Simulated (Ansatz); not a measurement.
Crystal: CdSe (Cadmoselite).

```
Cd Se
1.0
     4.30000    0.00000    0.00000
    -2.15000    3.72391    0.00000
     0.00000    0.00000    7.02000
Cd Se
2 2
Direct
  0.66667 0.33333 0.50000
  0.33333 0.66667 0.00000
  0.66667 0.33333 0.88500
  0.33333 0.66667 0.38500
```

Base run:

* Program: Ansatz 0.2.0
* Functional: PBE
* Potentials or basis: Ansatz PAW
* Cutoff: 420 eV (not typed: the program's choice for these potentials)
* k mesh: 7 × 7 × 4
* Occupations: gaussian, width 0.05 eV
* Spin: no spin polarisation

Its results: band gap on the k mesh 0.70 eV, direct; pressure 3.0 GPa; largest force 0.282 eV/Å.

Task: The run is repeated on the same cell with these changes: occupations from gaussian, width 0.05 eV to fermi-dirac, width 0.05 eV; dispersion from none to D3(BJ). What comes out?

Result: Band gap on the k mesh 0.70 eV, direct; pressure 0.9 GPa; largest force 0.283 eV/Å.

Caveats: odd divisions of the mesh miss points on the zone boundary, where band edges often lie, so the gap on the mesh can be too wide.

